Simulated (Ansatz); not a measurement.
Sc2Al under strain

These are results of DFT r2SCAN, scalar-relativistic, plane waves, PAW (Ansatz), not measurements. Run with 500 eV cutoff, 12×12×6 k-mesh, Gaussian smearing of 0.10 eV, no spin polarisation.

The relaxed crystal:

```
CELL_PARAMETERS angstrom
4.88803 0.00000 0.00000
-2.44401 4.23316 0.00000
0.00000 0.00000 6.16332
ATOMIC_POSITIONS crystal
Sc 0.00000 0.00000 0.00000
Sc 0.00000 0.00000 0.50000
Sc 0.33333 0.66667 0.75000
Sc 0.66667 0.33333 0.25000
Al 0.33333 0.66667 0.25000
Al 0.66667 0.33333 0.75000
```

Deformation: uniaxial strain along c, with the lengths of a and b and the atoms relaxed and the angles held, all within the symmetry that the strain leaves. Energies are extrapolated to zero smearing. Stress is positive in compression, on the Cartesian axes of the cell above.

| strain (%) | ΔE (meV/atom) | a (Å) | b (Å) | c (Å) | σxx (GPa) | σyy (GPa) | σzz (GPa) |
| --- | --- | --- | --- | --- | --- | --- | --- |
| -3.0 | 8.5 | 4.908 | 4.908 | 5.978 | -0.01 | -0.01 | 4.65 |
| -2.0 | 3.6 | 4.902 | 4.902 | 6.040 | 0.00 | 0.00 | 2.95 |
| -1.0 | 0.8 | 4.895 | 4.895 | 6.102 | 0.00 | 0.00 | 1.41 |
| +0.0 | 0.0 | 4.888 | 4.888 | 6.163 | 0.00 | 0.00 | 0.00 |
| +1.0 | 0.9 | 4.881 | 4.881 | 6.225 | 0.00 | 0.00 | -1.33 |
| +2.0 | 3.5 | 4.875 | 4.875 | 6.287 | 0.00 | 0.00 | -2.61 |

1 further run of this set didn't finish or converge.

Cost: 6 runs of about 31 core-minutes in all, on Arm Neoverse V1 (shared hosts).